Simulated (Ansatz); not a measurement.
Runs of Ansatz 0.2.0 on Sb. The structure is hexagonal, space group P6_3/mmc (No. 194). Conventional cell: a = 3.355 Å, b = 3.355 Å, c = 5.470 Å, α = 90.00°, β = 90.00°, γ = 120.00°. Sb (site symmetry -6m2) has 12 Sb at 3.35 Å as nearest neighbours. This isn't the form of Sb at room conditions, which is rhombohedral.

| task | level | cell | k mesh | points for each segment of the path | mesh quality | gap on the mesh (eV) | pressure (GPa) | relaxed volume (Å³/atom) |
| --- | --- | --- | --- | --- | --- | --- | --- | --- |
| band structure | HSE06 | as given | 6 × 6 × 4 | 4 | coarse | none | - | - |
| band structure | LDA | as given | 9 × 9 × 5 | 14 | not flagged | none | -2.7 | - |
| relaxation of cell and atoms | PBEsol+D4 | relaxed | 9 × 9 × 5 | - | not flagged | none | 0.0 | (a) |
| relaxation of cell and atoms | BLYP+D4 | relaxed | 9 × 9 × 5 | - | not flagged | none | 0.0 | 27.33 |
| relaxation of cell and atoms | BLYP | relaxed | 9 × 9 × 5 | - | not flagged | none | 0.0 | (b) |
| band structure | PBEsol | as given | 9 × 9 × 5 | 14 | not flagged | none | -1.6 | - |
| density of states | PBEsol | as given | 8 × 8 × 4 | - | not flagged | none | -1.2 | - |

Alike in all rows: potentials or basis Ansatz PAW; no spin polarisation; cutoff (eV) 420; smearing fermi-dirac 0.05 eV.

Problem. Fill in the values left out.

Solution. (a) 25.22; (b) 33.14.

Caveats: some runs use coarse meshes; the PAW data sets come from PBE, with cores solved anew for the run's functional, which leaves a small shift of forces and pressure; the plane-wave basis is chosen anew once the cell has moved, so the energies of steps on either side of that aren't comparable (some runs); pairwise dispersion overbinds metals, which lowers pressure and volume (some runs); the potentials were made for another functional, which shifts forces and pressure (some runs); the volume moved by over 15 % at a fixed basis, so the end points are rough (some runs); the density of states is complete only up to the lowest level of the last band computed (some runs).

A k mesh can miss the band edges, and the runs leave out spin-orbit coupling on Sb.

A gap of «none» marks a metal or a gap under the smearing width.

Not every run made on this cell is shown here.
